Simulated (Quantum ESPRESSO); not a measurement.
# Dielectric function and optical constants of AlP

Aim: the dielectric function of AlP, and the optical constants that follow from it. The cell comes from an older database entry, whose edges can differ from later determinations, mostly by under a per cent.

Program: Quantum ESPRESSO 7.5. Level of theory: DFT, PBE, plane waves with norm-conserving potentials (PseudoDojo), scalar-relativistic, independent-particle optical response without local fields and without the non-local commutator. Results are calculated unless marked as measured.

Report form: the programs' logs are mostly left out.

The database entry behind the starting cell differs from later determinations by our own check (0.1 to 0.3 % short, probably kX units), so it need not match the best structure at ambient conditions.

## 1. Set-up

Symmetry: F-43m, No. 216, cubic system. Conventional cell: a = 5.451 Å, b = 5.451 Å, c = 5.451 Å, α = 90.00°, β = 90.00°, γ = 90.00°. P has 4 Al at 2.36 Å nearest. Al has 4 P at 2.36 Å nearest. Farther neighbours are not listed.

## 2. Ground state

First the ground state: is it a metal or has it a gap?

This step: DFT, PBE, plane waves with norm-conserving potentials (PseudoDojo), scalar-relativistic, ground state (Quantum ESPRESSO 7.5).

The input, scf.in:

```
&control
  calculation = 'scf'
  prefix = 'x'
  outdir = './tmp'
  pseudo_dir = './'
  verbosity = 'high'
/
&system
  ibrav = 0
  nat = 2
  ntyp = 2
  ecutwfc = 70
  occupations = 'smearing'
  smearing = 'fd'
  degauss = 0.003675
  nbnd = 8
/
&electrons
  conv_thr = 1e-09
  electron_maxstep = 100
/
ATOMIC_SPECIES
  P 1.0 P.upf
  Al 1.0 Al.upf
CELL_PARAMETERS angstrom
  0.000000000000 2.725500000000 2.725500000000
  2.725500000000 0.000000000000 2.725500000000
  2.725500000000 2.725500000000 0.000000000000
ATOMIC_POSITIONS crystal
  P 0.750000000000 0.750000000000 0.750000000000
  Al 0.000000000000 0.000000000000 0.000000000000
K_POINTS automatic
  7 7 7 0 0 0
```

On the command line:

```bash
> mpirun -n 4 pw.x -nk 4 -in scf.in
```

It took 1.9 s on 4 MPI ranks of Arm Neoverse V2, shared host; peak memory 0.06 GiB.

This step gave:

| Quantity | Value |
| --- | --- |
| total energy | -18.58 Ry |
| gap on the k-mesh | 1.695 eV |
| direct gap on the mesh | 3.326 eV |

There is a gap, 1.69 eV on this mesh (points off the mesh can give less), so no carriers' term is needed.

## 3. Ground state with the final occupations

With the gap or the metal settled, the ground state is repeated with the fitting occupations, and the later steps take its density.

Changes to scf.in since step 2:

```diff
@@ -12,6 +12,3 @@
   ecutwfc = 70
-  occupations = 'smearing'
-  smearing = 'fd'
-  degauss = 0.003675
-  nbnd = 8
+  occupations = 'fixed'
 /
```

On the command line:

```bash
> mpirun -n 4 pw.x -nk 4 -in scf.in
```

Run time: 2.5 s. Hardware: 4 MPI ranks; peak memory 0.06 GiB.

## 4. Bands on the whole mesh, 11×11×11

At the fixed density, many empty bands are solved on the mesh of the response, since the spectrum sums over them.

This step: DFT, PBE, plane waves with norm-conserving potentials (PseudoDojo), scalar-relativistic, bands at fixed density (Quantum ESPRESSO 7.5).

nscf.in, as its differences from scf.in of step 3:

```diff
@@ -1,3 +1,3 @@
 &control
-  calculation = 'scf'
+  calculation = 'nscf'
   prefix = 'x'
@@ -5,3 +5,2 @@
   pseudo_dir = './'
-  verbosity = 'high'
 /
@@ -13,2 +12,5 @@
   occupations = 'fixed'
+  nbnd = 22
+  nosym = .true.
+  noinv = .true.
 /
@@ -17,2 +19,3 @@
   electron_maxstep = 100
+  diago_full_acc = .true.
 /
@@ -29,2 +32,2 @@
 K_POINTS automatic
-  7 7 7 0 0 0
+  11 11 11 0 0 0
```

On the command line:

```bash
> mpirun -n 4 pw.x -nk 4 -in nscf.in
```

Run time: 4.2 min. Hardware: 4 MPI ranks; peak memory 0.05 GiB.

## 5. Dielectric function

With the density converged, the vertical transitions are summed over the zone.

This step: DFT, PBE, plane waves with norm-conserving potentials (PseudoDojo), scalar-relativistic, independent-particle optical response without local fields and without the non-local commutator (Quantum ESPRESSO 7.5).

The input, epsilon.in:

```
&inputpp
  prefix = 'x'
  outdir = './tmp'
  calculation = 'eps'
/
&energy_grid
  smeartype = 'gauss'
  intersmear = 0.3
  wmin = 0.0
  wmax = 22
  nw = 500
/
```

On the command line:

```bash
> mpirun -n 4 epsilon.x -nk 4 -in epsilon.in
```

It took 1.4 s on 4 MPI ranks; peak memory 0.04 GiB; 5.2 s of CPU time.

Numbers from this step:

| Property | Result |
| --- | --- |
| electronic dielectric constant ε∞, mean over x, y and z (by symmetry where fewer were run) | 10.09 |
| main peak of Im epsilon, first axis | 4.491 eV |
| centre of weight of the strongest loss peak in the window | 18.64 eV |

Values under the direct gap are tails of Lorentzian lines. Table of Im ε, any direction by photon energy; read off at these points:

```tsv
photon energy (eV)	Im ε, any direction
0.00	0
0.50	0.0586
1.00	0.126
1.50	0.217
2.00	0.357
2.50	0.618
3.00	1.29
3.50	5.20
4.00	17.3
4.50	30.6
5.00	22.0
5.50	18.9
5.60	20.6
6.00	10.2
6.50	8.87
7.00	6.11
7.50	5.64
8.00	4.41
8.50	2.84
9.00	2.76
9.50	1.83
10.00	1.97
10.50	1.24
11.00	1.02
11.50	0.790
12.00	0.811
12.50	0.637
13.00	0.479
13.50	0.426
14.00	0.535
14.50	0.414
15.00	0.372
15.50	0.304
16.00	0.338
16.50	0.264
17.00	0.269
17.50	0.201
18.00	0.147
18.50	0.136
19.00	0.145
19.50	0.122
20.00	0.0982
20.50	0.102
21.00	0.0978
21.50	0.0885
22.00	0.106
```

The Re ε, any direction by photon energy:

photon energy (eV), Re ε, any direction and a bar from the least value:
```
      0.0       10.1 ################
      0.5       10.2 ################
      1.0       10.5 #################
      1.5       11.1 #################
      2.0       12.0 ##################
      2.5       13.5 ###################
      3.0       16.4 ######################
      3.5       22.6 ############################
      4.0       25.2 ##############################
      4.5        8.2 ###############
      5.0       -2.0 #####
      5.5       -2.2 #####
      6.0       -7.9 
      6.5       -7.5 
      7.0       -4.9 ###
      7.5       -5.0 ###
      8.0       -5.4 ##
      8.5       -4.2 ###
      9.0       -3.2 ####
      9.5       -3.5 ####
     10.0       -2.4 #####
     10.5       -2.7 #####
     11.0       -2.0 #####
     11.5       -1.7 ######
     12.0       -1.6 ######
     12.5       -1.3 ######
     13.0       -1.0 ######
     13.5       -0.8 ######
     14.0       -0.7 #######
     14.5       -0.6 #######
     15.0       -0.5 #######
     15.5       -0.4 #######
     16.0       -0.3 #######
     16.5       -0.2 #######
     17.0       -0.2 #######
     17.5       -0.1 #######
     18.0       -0.1 #######
     18.5        0.0 #######
     19.0        0.1 #######
     19.5        0.1 #######
     20.0        0.2 #######
     20.5        0.2 #######
     21.0        0.3 #######
     21.5        0.3 #######
     22.0        0.3 #######
```

The reflectivity at normal incidence, any direction has structure finer than the step of the table below, so its rows give means over 0.5 eV, whole bins alone (the curve runs from 0 to 22 eV). Peaks (eV: height): 5.82: 65.9, 8.11: 66.3, 9.57: 68.6, 10.63: 69.6.

Reflectivity at normal incidence, any direction against photon energy; means over each step:

```tsv
photon energy (eV)	reflectivity at normal incidence, any direction (%)
0.5	27.4
1.0	27.9
1.5	28.9
2.0	30.5
2.5	32.9
3.0	36.7
3.5	43.1
4.0	49.9
4.5	55.7
5.0	56.2
5.5	57.8
6.0	62.4
6.5	61.4
7.0	57.5
7.5	57.0
8.0	62.8
8.5	63.8
9.0	57.7
9.5	64.7
10.0	56.9
10.5	67.3
11.0	63.9
11.5	64.1
12.0	62.8
12.5	63.8
13.0	64.8
13.5	60.9
14.0	53.0
14.5	56.2
15.0	55.2
15.5	52.1
16.0	47.1
16.5	47.6
17.0	45.8
17.5	47.1
18.0	45.7
18.5	34.7
19.0	26.1
19.5	22.8
20.0	17.3
20.5	12.9
21.0	10.6
21.5	9.12
```

Values under the direct gap are tails of Lorentzian lines. The loss function −Im 1/ε at q → 0, any direction by energy loss; read off at these points:

energy loss (eV), loss function −Im 1/ε at q → 0, any direction and a bar:
```
     0.50       0.00 
     1.00       0.00 
     1.50       0.00 
     2.00       0.00 
     2.50       0.00 
     3.00       0.00 
     3.50       0.01 
     4.00       0.02 
     4.50       0.03 
     5.00       0.05 
     5.50       0.05 
     6.00       0.06 
     6.50       0.07 
     7.00       0.10 
     7.50       0.10 
     8.00       0.09 
     8.50       0.11 
     9.00       0.15 #
     9.50       0.12 
    10.00       0.20 #
    10.50       0.14 #
    11.00       0.21 #
    11.50       0.22 #
    12.00       0.25 #
    12.50       0.32 #
    13.00       0.36 #
    13.50       0.47 ##
    14.00       0.70 ###
    14.50       0.71 ###
    15.00       0.89 ####
    15.50       1.26 #####
    16.00       1.56 ######
    16.50       2.04 ########
    17.00       2.25 #########
    17.50       3.26 #############
    18.00       5.31 ######################
    18.38       7.38 ##############################
    18.50       7.22 #############################
    19.00       5.54 ######################
    19.50       4.61 ###################
    20.00       2.71 ###########
    20.50       1.80 #######
    21.00       1.31 #####
    21.50       1.01 ####
    22.00       0.85 ###
```

The refractive index n and extinction k by photon energy:

```tsv
photon energy (eV)	n	k
0.0	3.18	0
0.5	3.19	0.00919
1.0	3.24	0.0195
1.5	3.32	0.0326
2.0	3.46	0.0516
2.5	3.68	0.0840
3.0	4.05	0.159
3.5	4.78	0.543
4.0	5.28	1.64
4.5	4.47	3.43
5.0	3.17	3.47
5.5	2.90	3.26
6.0	1.59	3.23
6.5	1.43	3.10
7.0	1.21	2.53
7.5	1.13	2.50
8.0	0.883	2.50
8.5	0.662	2.15
9.0	0.713	1.93
9.5	0.477	1.92
10.0	0.589	1.67
10.5	0.368	1.68
11.0	0.352	1.44
11.5	0.295	1.34
12.0	0.312	1.30
12.5	0.275	1.16
13.0	0.229	1.05
13.5	0.225	0.948
14.0	0.302	0.887
14.5	0.246	0.840
15.0	0.242	0.767
15.5	0.230	0.662
16.0	0.270	0.626
16.5	0.240	0.549
17.0	0.254	0.531
17.5	0.226	0.444
18.0	0.210	0.349
18.5	0.278	0.245
19.0	0.342	0.211
19.5	0.368	0.166
20.0	0.420	0.117
20.5	0.476	0.107
21.0	0.514	0.0951
21.5	0.537	0.0824
22.0	0.587	0.0901
```

Optical constants at common wavelengths, from n + ik = √ε:

```tsv
wavelength (nm)	n	k	R (%)	1/α
1550	3.22	0.015	27.6	8.1 µm
800	3.34	0.034	29.0	1.9 µm
633	3.45	0.050	30.3	1.0 µm
532	3.59	0.071	31.9	600 nm
405	4.12	0.177	37.2	182 nm
248	3.17	3.470	56.9	5.7 nm
193	1.61	3.071	60.4	5.0 nm
```

Below the direct gap, k and the depth come from the tails of the Lorentzian lines, not from transitions.

Rows near the edge hang on the gap, which this functional as a rule makes too small, and phonon-assisted absorption is left out.

## 6. Outcome

| Item | Value |
| --- | --- |
| electronic dielectric constant ε∞, mean over x, y and z (by symmetry where fewer were run) (independent particles) | 10.1 |
| main peak of Im epsilon, first axis | 4.49 eV |
| centre of weight of the strongest loss peak in the window, first axis | 18.6 eV |

At this level (PBE, independent particles) AlP has ε∞ = 10.1 and n = 3.22 at 1550 nm, and Im ε peaks at 4.5 eV. Distinct maxima of Im ε, read by a parabola through the highest points, lie at 4.49 eV (31) and 5.60 eV (21). Excitons and phonon-assisted transitions are missing, and so are local fields; PBE gaps are as a rule too small, which pulls the onset down and ε∞ up. epsilon.x leaves out the commutator of the non-local potential, so its intensities are off, as a rule too high. The sum runs over mesh points, so small or evenly spaced maxima can still be ripples of the mesh.

[Machine, clock, banner and «Message from routine» lines are left out of the logs.]

[Logs are printed without paths, hosts, clocks, repeated set-up lines and the standing remarks that a program may print on its own settings, such as how far it seeks lower states.]

[Hosts, paths, dates, database ids (printed as entryN), source tags and the programs' standing remarks are cut or masked in the printed files.]
